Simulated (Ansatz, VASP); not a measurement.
## PbSe: VASP beside Ansatz

The input INCAR:

```
ALGO     = Normal         # electronic algorithm
EDIFF    = 1E-6           # SCF threshold, eV
ENCUT    = 520            # plane-wave cutoff, eV
GGA      = PS             # functional
ISIF     = 2              # what is computed and relaxed
ISMEAR   = -1             # smearing method
LASPH    = T              # aspherical terms in the spheres
LCHARG   = T              # write CHGCAR
LELF     = T              # ELF
LREAL    = F              # projectors in reciprocal space
LVHAR    = T            
LWAVE    = F              # write WAVECAR
NBANDS   = 17             # bands
NELM     = 100            # most SCF steps
PREC     = Accurate       # precision mode
SIGMA    = 0.02           # smearing width, eV
```

KPOINTS

```
k-points
0
Gamma
  7 7 7
```

File POSCAR:

```
PbSe
1.0
    0.0000000000      3.0621500000      3.0621500000
    3.0621500000      0.0000000000      3.0621500000
    3.0621500000      3.0621500000      0.0000000000
Pb Se
1 1
Direct
    0.0000000000      0.0000000000      0.0000000000
    0.5000000000      0.5000000000      0.5000000000
```

Input for Ansatz:

```yaml
crystal:
  lattice:
    - [0.0, 3.06215, 3.06215]
    - [3.06215, 0.0, 3.06215]
    - [3.06215, 3.06215, 0.0]
  atoms:
    - { symbol: Pb, position: [0.0, 0.0, 0.0] }
    - { symbol: Se, position: [0.5, 0.5, 0.5] }
kpoints:
  mp_grid: { grid: [7, 7, 7] }
  band_path:
    path:
      - [0.0, 0.0, 0.0]
      - [0.5, 0.0, 0.5]
      - [0.625, 0.25, 0.625]
      - [0.375, 0.375, 0.75]
      - [0.0, 0.0, 0.0]
      - [0.5, 0.5, 0.5]
      - [0.5, 0.25, 0.75]
      - [0.5, 0.0, 0.5]
    npoints: 14
scf:
  occupations: { method: fermi_dirac, width: 0.02 }
hamiltonian:
  xc: pbesol
  pseudopotentials: { kind: all_electron, lapw: { basis_error: 0.0005 } }
output:
  forces: true
  stress: true
  eigenvalues: true
  populations: true
  dos: { projected: true, de: 0.2, e_range: [-14, 8] }
```

Alike in both runs: task single point; functional PBEsol; k mesh 7 × 7 × 7; occupations fermi-dirac, width 0.02 eV; no spin polarisation.

```csv
,VASP,Ansatz
version,VASP 6.6.1,Ansatz 0.2.0
potentials or method,"VASP PAW PBE potentials, release 64 (Pb_d, Se)","all-electron LAPW, scalar-relativistic"
plane-wave cutoff (eV),520,see its input
```

|  | VASP | Ansatz | Ansatz less VASP |
| --- | --- | --- | --- |
| gap on the k mesh at the Fermi level (eV) | 0.82 | 0.82 | -0.001 |
| pressure (GPa) | -0.6 | -0.6 | +0.02 |

Ansatz ran all-electron here, so the differences hold the error of VASP's frozen core and of both bases.

Caveats: the PAW data sets were made with another functional, which shifts forces and pressure a little (VASP). The runs have no spin-orbit coupling, so splittings on Pb are missing.
